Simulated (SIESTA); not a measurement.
# LiF (Griceite) under changes of volume

One of the cells (8.333 Å³/atom); the others are scaled copies at fixed shape and fractional positions:

```
CELL_PARAMETERS angstrom
0.00000 2.02734 2.02734
2.02734 0.00000 2.02734
2.02734 2.02734 0.00000
ATOMIC_POSITIONS crystal
F 0.50000 0.50000 0.50000
Li 0.00000 0.00000 0.00000
```

- Program: SIESTA 5.4.2
- Functional: PBE
- Potentials or basis: PseudoDojo 0.4 standard (PBE files)
- Basis: DZP (energy shift 0.003 Ry; two zetas on semicore shells)
- Grid cutoff: 800 Ry
- Energy shift: 0.003 Ry
- k mesh: 11 × 11 × 11
- Occupations: fermi-dirac, width 0.05 eV
- Spin: no spin polarisation

```csv
volume (Å³/atom),energy over the lowest point (meV/atom),pressure (GPa),gap on the mesh (eV)
7.679,?,?,?
7.842,10.71,5.9,9.39
8.006,5.66,4.1,9.20
8.333,0.36,1.1,8.85
8.496,0.00,-0.1,8.69
8.659,0.85,-1.5,8.53
```

Task: What does the run at 7.679 Å³/atom give?

Result: Energy over the lowest point 17.74 meV/atom; pressure 8.0 GPa; gap on the mesh 9.59 eV.

Worked out: A Birch-Murnaghan fit of order 3 (a polynomial in V^(-2/3)) to the other rows has its minimum at 8.47 Å³/atom with B0 = V·E''(V) = 68 GPa (rough, since the energies scatter). It gives 17.53 meV/atom at 7.679 Å³/atom, against the run's 17.74, and -dE/dV = 7.6 GPa, against 8.0. A straight line through the other rows of the gap, of slope -8.67 eV per unit of ln V (its deformation potential), extrapolates to 9.57 eV, against the run's 9.59.

Energies are extrapolated to zero smearing.

Caveats: an odd mesh through Γ misses points on the zone boundary, where band edges often lie; the basis of atomic orbitals isn't converged, which shifts pressures, moduli and gaps.
